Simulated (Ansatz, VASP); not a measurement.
# Two plane-wave programs on Mo

File INCAR:

```
PREC = Accurate
ENCUT = 520
EDIFF = 1E-7
ISMEAR = -1
SIGMA = 0.1
LREAL = F
LASPH = T
NELM = 80
ALGO = Normal
ISIF = 2
LWAVE = F
LCHARG = F
GGA = PS
NBANDS = 13
```

KPOINTS

```
Automatic mesh
0
Gamma
  14 14 14
```

File POSCAR:

```
Mo
1.0
    2.5746722695      0.0000000000      0.0000000000
    0.0000000000      2.5746722695      0.0000000000
    0.0000000000      0.0000000000      2.5746722695
Mo
1
Direct
    0.0000000000      0.0000000000      0.0000000000
```

Input for Ansatz:

```yaml
crystal:
  lattice:
    - [2.5746722695, 0.0, 0.0]
    - [0.0, 2.5746722695, 0.0]
    - [0.0, 0.0, 2.5746722695]
  atoms:
    - { symbol: Mo, position: [0.0, 0.0, 0.0] }
hamiltonian:
  xc: pbesol
  pseudopotentials:
    kind: paw
    azcp:
      Mo: "pseudopotentials/Mo.paw.azcp"
basis:
  ecutwfc: 420
  fft_grid_basis: typed
kpoints:
  mp_grid: { grid: [14, 14, 14], shift: [0, 0, 0] }
magnetization:
  spin_polarized: false
scf:
  occupations: { method: fermi_dirac, width: 0.1 }
  lower_state_search: "off"
output:
  stress: true
  write_density: true
  write_potential: true
  elf: true
  volumetric_format: npy
```

Alike in both runs: task single point; functional PBEsol; k mesh 14 × 14 × 14; occupations fermi-dirac, width 0.1 eV; no spin polarisation.

|  | VASP | Ansatz |
| --- | --- | --- |
| version | VASP 6.6.1 | Ansatz 0.2.0 |
| potentials or method | VASP PAW PBE potentials, release 64 (Mo_sv) | plane waves (420 eV) with PAW, scalar-relativistic |
| plane-wave cutoff (eV) | 520 | 420 |
| valence electrons in the cell | 14 | 14 |

VASP gave:

- pressure (GPa): -0.6

**Question.** Estimate Ansatz's values.

**Answer.** Pressure (GPa): -1.2.

Ansatz warned: «pseudo_functional_mismatch».

Caveats: the PAW data sets were made with another functional, which shifts forces and pressure a little (VASP).
